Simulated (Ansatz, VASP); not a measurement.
## One calculation of K, two programs

File INCAR:

```
SYSTEM = K
ALGO     = Fast           ! electronic algorithm
EDIFF    = 1E-6           ! SCF threshold, eV
ENCUT    = 520            ! plane-wave cutoff, eV
GGA      = PS             ! functional
ISIF     = 2              ! what is computed and relaxed
ISMEAR   = 0              ! smearing method
LASPH    = .TRUE.         ! aspherical terms in the spheres
LCHARG   = .FALSE.        ! write CHGCAR
LREAL    = .FALSE.        ! projectors in reciprocal space
LWAVE    = .FALSE.        ! write WAVECAR
NBANDS   = 10             ! bands
NELM     = 80             ! most SCF steps
PREC     = Accurate       ! precision mode
SIGMA    = 0.15           ! smearing width, eV
```

File KPOINTS:

```
k-points
0
G
  12 12 12
  0 0 0
```

File POSCAR:

```
K
1.0
    4.5259614645      0.0000000000      0.0000000000
    0.0000000000      4.3104394900      0.0000000000
    0.0000000000      0.0000000000      4.3104394900
K
1
Direct
    0.0000000000      0.0000000000      0.0000000000
```

Input for Ansatz:

```yaml
crystal:
  lattice:
    - [4.5259614645, 0.0, 0.0]
    - [0.0, 4.31043949, 0.0]
    - [0.0, 0.0, 4.31043949]
  atoms:
    - { symbol: K, position: [0.0, 0.0, 0.0] }
basis:
  ecutwfc: 420
kpoints:
  mp_grid: { grid: [12, 12, 12] }
hamiltonian:
  xc: pbesol
scf:
  occupations: { method: gaussian, width: 0.15 }
output:
  forces: true
  stress: true
  eigenvalues: true
```

Change from the starting cell: strain +0.0500 x Voigt [1, 0, 0, 0, 0, 0], atoms carried along.

Alike in both runs: task single point; functional PBEsol; k mesh 12 × 12 × 12; occupations gaussian, width 0.15 eV; no spin polarisation.

```csv
,VASP,Ansatz
version,VASP 6.6.1,Ansatz 0.2.0
potentials or method,"VASP PAW PBE potentials, release 64 (K_sv)","scalar-relativistic, plane waves, PAW"
plane-wave cutoff (eV),520,420
valence electrons in the cell,9,9
```

|  | VASP | Ansatz | Ansatz less VASP |
| --- | --- | --- | --- |
| gap on the k mesh at the Fermi level (eV) | none | none | - |
| pressure (GPa) | -0.2 | -0.2 | +0.01 |
| largest component of the traceless stress (GPa) | 0.22 | 0.22 | 0.000 |

A gap of «none» marks a metal or a gap that the smearing closes.

Caveats: the PAW data sets were made with another functional, which shifts forces and pressure a little (VASP).
